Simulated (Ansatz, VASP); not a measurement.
**SiC3 in VASP and in Ansatz**

The input INCAR:

```
SYSTEM = SiC3
PREC     = Accurate       ! precision mode
ENCUT    = 520            ! plane-wave cutoff, eV
EDIFF    = 1E-7           ! SCF threshold, eV
ISMEAR   = -1             ! smearing method
SIGMA    = 0.02           ! smearing width, eV
LREAL    = .False.        ! projectors in reciprocal space
LASPH    = .True.         ! aspherical terms in the spheres
NELM     = 100            ! most SCF steps
ALGO     = Normal         ! electronic algorithm
ISIF     = 2              ! what is computed and relaxed
LWAVE    = .False.        ! write WAVECAR
LCHARG   = .True.         ! write CHGCAR
GGA      = PE             ! functional
LELF     = .True.         ! ELF
LVHAR    = .True.       
NBANDS   = 16             ! bands
```

Contents of KPOINTS:

```
Automatic mesh
0
Gamma
  10 10 6
  0 0 0
```

Contents of POSCAR:

```
SiC3
1.0
    2.7964006865      0.0000000000      0.0000000000
    0.0000000000      2.7964006865      0.0000000000
    0.0000000000      0.0000000000      4.0900436056
C Si
3 1
Direct
    0.5000000000      0.0000000000      0.7862689763
    0.5000000000      0.5000000000      0.0000000000
    0.0000000000      0.5000000000      0.2137310237
    0.0000000000      0.0000000000      0.5000000000
```

Input for Ansatz:

```yaml
crystal:
  lattice:
    - [2.7964006865, 0.0, 0.0]
    - [0.0, 2.7964006865, 0.0]
    - [0.0, 0.0, 4.0900436056]
  atoms:
    - { symbol: C, position: [0.5, 0.0, 0.7862689763] }
    - { symbol: C, position: [0.5, 0.5, 0.0] }
    - { symbol: C, position: [0.0, 0.5, 0.2137310237] }
    - { symbol: Si, position: [0.0, 0.0, 0.5] }
kpoints:
  mp_grid: { grid: [10, 10, 6] }
  band_path:
    path:
      - [[0.0, 0.0, 0.0], [0.0, 0.5, 0.0], [0.5, 0.5, 1.797957750618e-33], [0.0, 0.0, 0.0], [-3.713560340094e-50, 0.0, 0.5], [-3.713560340094e-50, 0.5, 0.5], [0.5, 0.5, 0.5], [-3.713560340094e-50, 0.0, 0.5]]
      - [[0.0, 0.5, 0.0], [-3.713560340094e-50, 0.5, 0.5]]
      - [[0.5, 0.5, 1.797957750618e-33], [0.5, 0.5, 0.5]]
    npoints: 10
hamiltonian:
  xc: pbe
scf:
  occupations: { method: fermi_dirac, width: 0.02 }
  n_extra_bands: 5
output:
  forces: true
  stress: true
  eigenvalues: true
  write_density: true
  write_potential: true
  elf: true
  volumetric_format: npy
```

The cell was built by a generator and needn't be a form met in nature.

Alike in both runs: task single point; functional PBE; k mesh 10 × 10 × 6; occupations fermi-dirac, width 0.02 eV; no spin polarisation.

|  | VASP | Ansatz |
| --- | --- | --- |
| version | VASP 6.6.1 | Ansatz 0.2.0 |
| potentials or method | VASP PAW PBE potentials, release 64 (C, Si) | plane waves, PAW |
| plane-wave cutoff (eV) | 520 | 420 |
| valence electrons in the cell | 16 | 16 |

VASP gave:

| Item | Value |
| --- | --- |
| gap on the k mesh at the Fermi level (eV) | 1.41 |
| pressure (GPa) | 3.3 |
| largest component of the traceless stress (GPa) | 0.68 |
| rms of the force components (eV/Å) | 0.132 |

Estimate Ansatz's values.

gap on the k mesh at the Fermi level (eV): 1.41; pressure (GPa): 3.3; largest component of the traceless stress (GPa): 0.75; rms of the force components (eV/Å): 0.139.

Atom by atom the forces differ by 0.007 eV/Å (rms over components).

A k mesh can miss the band edges.
